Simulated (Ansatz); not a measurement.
Here is an unrelaxed guess for SiC4.

```
CELL_PARAMETERS angstrom
-1.32940 1.32940 9.40027
1.32940 -1.32940 9.40027
1.32940 1.32940 -9.40027
ATOMIC_POSITIONS crystal
Si 0.00000 0.00000 0.00000
C 0.60000 0.60000 0.00000
C 0.20000 0.20000 0.00000
C 0.80000 0.80000 0.00000
C 0.40000 0.40000 0.00000
```

Computed with DFT PBE, scalar-relativistic, plane waves, PAW (Ansatz). Settings: cutoff 420 eV, Γ-centred mesh 8×8×8 on the computed 5-atom cell, Gaussian smearing of 0.10 eV; no spin polarisation.

Formation energies are uncorrected and refer to the elements' standard structures at the same level.

Question: Estimate its pressure, forces and energy as it stands.

Answer: The pressure is -25.5 GPa (the mean over three directions, positive in compression), the largest force is 0.19 eV/Å, and the energy is +4.28 eV/atom against the elements. The shortest distance is 2.66 Å.

Question: How much does it gain on relaxing, and where does it end?

Answer: Relaxing gains about 2.5 eV/atom (the start's value is from the coarse mesh, so the gain is rough) in 27 ionic steps and ends at +1.78 eV/atom on the finer mesh. The symmetry stays I4/mmm (No. 139). The volume per atom shrinks by 45.3 %, from 13.3 to 7.3 Å³. The shortest distance goes from 2.66 Å (Si–C, C–C and Si–Si) to 1.43 Å (C–C). The ratio c/a of the conventional cell changes by a factor of 0.65. Conventional cell: a = 2.513 Å, c = 11.519 Å. Si is surrounded by 8 C at 2.13 Å and 4 Si at 2.51 Å; C on its first site is surrounded by 1 C at 1.43 Å and 4 Si at 2.13 Å; C on its second site has 1 C at 1.43 Å and 4 C at 1.86 Å.

The last run used a 20×20×20 mesh for its 5-atom cell and Gaussian smearing of 0.10 eV. The reference form of C is held partly by dispersion forces, which this level lacks. The relaxation can't lower the symmetry of the start. A later test with randomly moved atoms led to a structure 1036 meV/atom lower, so this end is a saddle point or a shallow minimum.
